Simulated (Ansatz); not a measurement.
# ZnS: the cost of one run

Method: DFT PBEsol, scalar-relativistic, in Ansatz 0.2.0.

## (1) The starting structure

The structure is hexagonal, space group P6_3mc (No. 186). The conventional cell has a = 3.811 Å, b = 3.811 Å, c = 6.234 Å, α = 90.00°, β = 90.00°, γ = 120.00°. Zn (site symmetry 3m) has 4 S at 2.31 to 2.40 Å as nearest neighbours. Around S (site symmetry 3m) lie 4 Zn at 2.31 to 2.40 Å.

Coordinates:

```
CELL_PARAMETERS angstrom
3.81100 0.00000 0.00000
-1.90550 3.30042 0.00000
0.00000 0.00000 6.23400
ATOMIC_POSITIONS crystal
Zn 0.33333 0.66667 0.00000
Zn 0.66667 0.33333 0.50000
S 0.33333 0.66667 0.38500
S 0.66667 0.33333 0.88500
```

The cell is a deposited one (Crystallography Open Database entry 9008878); the temperature and pressure of the measurement aren't taken into account, and nothing was relaxed.

Atoms are numbered in the order of the input: Zn1, Zn2, S3, S4.

## (2) Volume × 0.94, LAPW

input.yaml

```yaml
crystal:
  lattice:
    - [3.7332014668, 0.0, 0.0]
    - [-1.8666007334, 3.2330473076, 0.0]
    - [0.0, 0.0, 6.1067398017]
  atoms:
    - { symbol: Zn, position: [0.3333333333, 0.6666666667, 0.0] }
    - { symbol: Zn, position: [0.6666666667, 0.3333333333, 0.5] }
    - { symbol: S, position: [0.3333333333, 0.6666666667, 0.385] }
    - { symbol: S, position: [0.6666666667, 0.3333333333, 0.885] }
kpoints:
  mp_grid: { grid: [8, 8, 5] }
  band_path:
    path:
      - [0.0, 0.0, 0.0]
      - [0.5, 0.0, 0.0]
      - [0.3333333333, 0.3333333333, 0.0]
      - [0.0, 0.0, 0.0]
      - [0.0, 0.0, 0.5]
      - [0.5, 0.0, 0.5]
      - [0.3333333333, 0.3333333333, 0.5]
      - [0.0, 0.0, 0.5]
      - [0.5, 0.0, 0.5]
    npoints: 5
scf:
  occupations: { method: fermi_dirac, width: 0.03 }
hamiltonian:
  xc: pbesol
  pseudopotentials: { kind: all_electron, lapw: { basis_error: 0.001 } }
output:
  forces: true
  stress: true
  eigenvalues: true
```

Command:

```sh
ansatz run input.yaml --threads 1 --pin off --max-ram 6144MiB --backend cpu --events-out ev --progress --plain --runs-dir out
```

Q: Estimate wall time and peak memory on 1 thread of AMD EPYC 9R45 (Zen 5), shared host.

About 15 s, with a peak of 0.45 GiB.
